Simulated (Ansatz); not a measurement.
A run of Ansatz 0.2.0 is set up as follows.

input.yaml

```yaml
crystal:
  lattice:
    - [0.0, 2.72525, 2.72525]
    - [2.72525, 0.0, 2.72525]
    - [2.72525, 2.72525, 0.0]
  atoms:
    - { symbol: Ga, position: [0.0, 0.0, 0.0] }
    - { symbol: P, position: [0.75, 0.75, 0.75] }
hamiltonian:
  xc: revpbe
  pseudopotentials: { kind: paw }
  dispersion: d3bj
kpoints:
  mp_grid: { grid: [8, 8, 8] }
scf:
  occupations: { method: fermi_dirac, width: 0.05 }
output:
  forces: true
  stress: true
relax:
  f_tol: 0.01
  max_steps: 40
  cell: { stress_tol: 0.05 }
```

Potentials or basis: Ansatz PAW.

The run is started by

```sh
$ ansatz run input.yaml --threads 2 --pin off --max-ram 5632MiB --backend cpu --events-out ev --progress --plain --runs-dir out
```

(1) Predict the relaxed volume.

(2) Predict the relaxed cell.

(3) Predict the space group after relaxing (to 0.05 Å).

(4) What does it give for the band gap on the k mesh?

Results:

(1) 19.90 Å³/atom.

(2) a = 3.832 Å, b = 3.832 Å, c = 3.832 Å, α = 60.00°, β = 60.00°, γ = 60.00°.

(3) F-43m (No. 216).

(4) 1.68 eV.

Caveat: the plane-wave basis is chosen anew once the cell has moved, so the energies of steps on either side of that aren't comparable; the PAW data sets come from PBE, with cores solved anew for the run's functional, which leaves a small shift of forces and pressure.
